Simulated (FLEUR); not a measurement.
**ZrS2 under changes of volume**

One of the cells (23.763 Å³/atom); the others are scaled copies at fixed shape and fractional positions:

```
Zr S
1.0
     3.69138    0.00000    0.00000
    -1.84569    3.19683    0.00000
     0.00000    0.00000    6.04108
Zr S
1 2
Direct
  0.00000 0.00000 0.00000
  0.33333 0.66667 0.23791
  0.66667 0.33333 0.76209
```

The cell is a database's computed one.

* Program: FLEUR MaX-R8.1 (later development tree)
* Functional: RPBE
* Potentials or basis: all-electron
* Basis: FLAPW
* Kmax: 5.24 1/bohr
* k mesh: 8 × 8 × 5
* Occupations: fermi-dirac, width 0.05 eV
* Spin: no spin polarisation

```tsv
volume (Å³/atom)	energy over the lowest point (meV/atom)	gap on the mesh (eV)
22.337	?	?
22.813	32.23	1.20
23.763	5.10	1.23
24.714	0.00	1.25
25.189	4.45	1.25
```

What does the run at 22.337 Å³/atom give?

Energy over the lowest point 55.53 meV/atom; gap on the mesh 1.19 eV.

Worked out: A Birch-Murnaghan fit of order 2 (a polynomial in V^(-2/3)) to the other rows has its minimum at 24.48 Å³/atom with B0 = V·E''(V) = 82 GPa at fixed shape and positions, which overstates the stiffness. It gives 55.56 meV/atom at 22.337 Å³/atom, against the run's 55.53. A straight line through the other rows of the gap, of slope 0.523 eV per unit of ln V, extrapolates to 1.19 eV, against the run's 1.19.

Energies are extrapolated to zero smearing.

Caveats: an odd mesh through Γ misses points on the zone boundary, where band edges often lie; this functional lacks dispersion, which binds the layers, so the pressure and a relaxed spacing across them are unreliable. Spin-orbit coupling on Zr is left out.
